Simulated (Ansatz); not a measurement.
# TiS2: one crystal by all-electron and frozen-core methods

The same cell of TiS2 is computed with all-electron LAPW, PAW with frozen cores and datasets made for this crystal, to set the results side by side.

Program: Ansatz 0.2.0. Level of theory: DFT PBEsol, scalar-relativistic. These are calculated values, not measurements.

## 1. The system as given

Symmetry: P-3m1, No. 164, trigonal system. Conventional cell: a = 3.412 Å, b = 3.412 Å, c = 5.695 Å, α = 90.00°, β = 90.00°, γ = 120.00°. Ti (site symmetry -3m) is surrounded by 6 S at 2.43 Å. Around S (site symmetry 3m) lie 3 Ti at 2.43 Å.

Coordinates:

```cif
data_structure
_symmetry_space_group_name_H-M 'P 1'
_symmetry_Int_Tables_number 1
_cell_length_a 3.4120
_cell_length_b 3.4120
_cell_length_c 5.6950
_cell_angle_alpha 90.000
_cell_angle_beta 90.000
_cell_angle_gamma 120.000
_cell_volume 57.42
loop_
_atom_site_label
_atom_site_type_symbol
_atom_site_fract_x
_atom_site_fract_y
_atom_site_fract_z
_atom_site_occupancy
Ti1 Ti 0.00000 0.00000 0.00000 1
S1 S 0.33333 0.66667 0.25000 1
S2 S 0.66667 0.33333 0.75000 1
```

The structure is an experimental refinement, used without relaxation.

Atoms are numbered in the order of the input: Ti1, S2, S3.

## 2. All-electron LAPW

Contents of input.yaml:

```yaml
crystal:
  lattice:
    - [3.4120005726, 0.0, 0.0]
    - [-1.7060002863, 2.9548791736, 0.0]
    - [0.0, 0.0, 5.695]
  atoms:
    - { symbol: Ti, position: [0.0, 0.0, 0.0] }
    - { symbol: S, position: [0.3333333333, 0.6666666667, 0.25] }
    - { symbol: S, position: [0.6666666667, 0.3333333333, 0.75] }
kpoints:
  mp_grid: { grid: [14, 14, 7] }
  band_path:
    path:
      - [0.0, 0.0, 0.0]
      - [0.5, 0.0, 0.0]
      - [0.3333333333, 0.3333333333, 0.0]
      - [0.0, 0.0, 0.0]
      - [0.0, 0.0, 0.5]
      - [0.5, 0.0, 0.5]
      - [0.3333333333, 0.3333333333, 0.5]
      - [0.0, 0.0, 0.5]
      - [0.5, 0.0, 0.5]
    npoints: 14
scf:
  occupations: { method: fermi_dirac, width: 0.05 }
hamiltonian:
  xc: pbesol
  pseudopotentials: { kind: all_electron, lapw: { basis_error: 0.001 } }
output:
  forces: true
  stress: true
  eigenvalues: true
  populations: true
  dos: { projected: true, de: 0.2, e_range: [-14, 8] }
```

On the command line:

```
ansatz run input.yaml --threads 1 --pin off --max-ram 6144MiB --backend cpu --events-out ev --progress --plain --runs-dir out
```

## 3. PAW with frozen cores

Edit input.yaml of step 2 so:

```diff
@@ -27,3 +27,3 @@
   xc: pbesol
-  pseudopotentials: { kind: all_electron, lapw: { basis_error: 0.001 } }
+  pseudopotentials: { kind: paw }
 output:
@@ -32,3 +32,9 @@
   eigenvalues: true
+  efg: { contact_densities: true }
   populations: true
+  bader: true
   dos: { projected: true, de: 0.2, e_range: [-14, 8] }
+  write_density: true
+  write_potential: true
+  elf: true
+  volumetric_format: npy
```

## 4. Datasets made for this crystal

Edit input.yaml of step 3 so:

```diff
@@ -22,3 +22,3 @@
       - [0.5, 0.0, 0.5]
-    npoints: 14
+    npoints: 8
 scf:
@@ -27,3 +27,3 @@
   xc: pbesol
-  pseudopotentials: { kind: paw }
+  pseudopotentials: { kind: all_electron, datasets: crystal }
 output:
@@ -33,8 +33 @@
   efg: { contact_densities: true }
-  populations: true
-  bader: true
-  dos: { projected: true, de: 0.2, e_range: [-14, 8] }
-  write_density: true
-  write_potential: true
-  elf: true
-  volumetric_format: npy
```

(Steps that only read results are left out.)

What does the calculation give? Wanted: pressure; gap; largest force; Bader charges; highest ELF.

**Answer**, as computed:

```
           quantity                                               value
           pressure   LAPW -3.54, PAW -3.55, crystal datasets -3.54 GPa
         gap (LAPW)                                                none
      largest force  LAPW 0.285, PAW 0.285, crystal datasets 0.285 eV/Å
Bader charges (PAW)                               Ti1 +1.71, S2 -0.86 e
  highest ELF (PAW)                                 0.92, 0.93 Å from S
```

In words: The pressure of -3.5 GPa pushes the cell to shrink, with the atoms held in place. Bands reach the Fermi level, so no gap opens at this level of theory, which can close a small real gap. Within 0.3 eV of the Fermi level the largest projected share is Ti 3d (59 %). The projection holds only the free atom's occupied shells (Ti 4s, Ti 3d, S 3s, S 3p in this range). The field gradient at Ti1, the largest by crystal datasets, is -2.08 by PAW and -2.05 by crystal datasets (10²¹ V/m²), within 5 %. PAW lies less than 0.01 GPa from LAPW in pressure. The forces differ by at most 1 meV/Å in a component, on a largest force of 0.285 eV/Å. The price, with the outputs that each input asks for: 48 s for LAPW against 28 s for PAW, about 1.7 to one.
